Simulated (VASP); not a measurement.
## PbF2 (database structure): one PBE single-point calculation in two programs

```xyz
6
Lattice="5.8916 0.0000 0.0000 0.0000 2.9458 2.9458 0.0000 -2.9458 2.9458" Properties=species:S:1:pos:R:3 pbc="T T T"
Pb    2.9458    0.0000    5.7143
Pb    0.0000    0.0000    2.7685
F     4.4187    1.4729    4.2415
F     1.4729   -1.4729    4.2415
F     4.4187   -1.4729    4.2415
F     1.4729    1.4729    4.2415
```

Datasets and cutoffs are each program's own. VASP's cell holds 56 valence electrons and Ansatz's 56. Ansatz's stress includes a Pulay correction; VASP's doesn't.

Cutoffs: 520 eV in VASP, 420 eV in Ansatz. k meshes: 4×6×6 and 4×6×6.

|  | VASP | Ansatz |
| --- | --- | --- |
| gap between bands v and c | 4.41 eV | 4.41 eV |
| least direct gap | 4.56 eV | 4.56 eV |
| pressure | 4.0 GPa | 4.2 GPa |

Band v is the last that the valence electrons fill when counted band by band, and c is the next. Levels in eV from the top of v, Ansatz:

```json
{"point": "Γ", "v−1": "-1.67", "v": "-0.15", "c": "4.41", "c+1": "6.79"}
{"point": "X", "v−1": "-0.15", "v": "-0.15", "c": "4.41", "c+1": "4.41"}
{"point": "K", "v−1": "-0.23", "v": "-0.04", "c": "4.94", "c+1": "5.33"}
{"point": "L", "v−1": "-0.05", "v": "-0.05", "c": "5.02", "c+1": "5.02"}
{"point": "W", "v−1": "0.00", "v": "0.00", "c": "6.09", "c+1": "6.09"}
```

VASP:

```json
{"point": "Γ", "v−1": "-1.66", "v": "-0.15", "c": "4.41", "c+1": "6.79"}
{"point": "X", "v−1": "-0.15", "v": "-0.15", "c": "4.41", "c+1": "4.41"}
{"point": "K", "v−1": "-0.23", "v": "-0.04", "c": "4.94", "c+1": "5.33"}
{"point": "L", "v−1": "-0.04", "v": "-0.04", "c": "5.02", "c+1": "5.02"}
{"point": "W", "v−1": "0.00", "v": "0.00", "c": "6.09", "c+1": "6.09"}
```
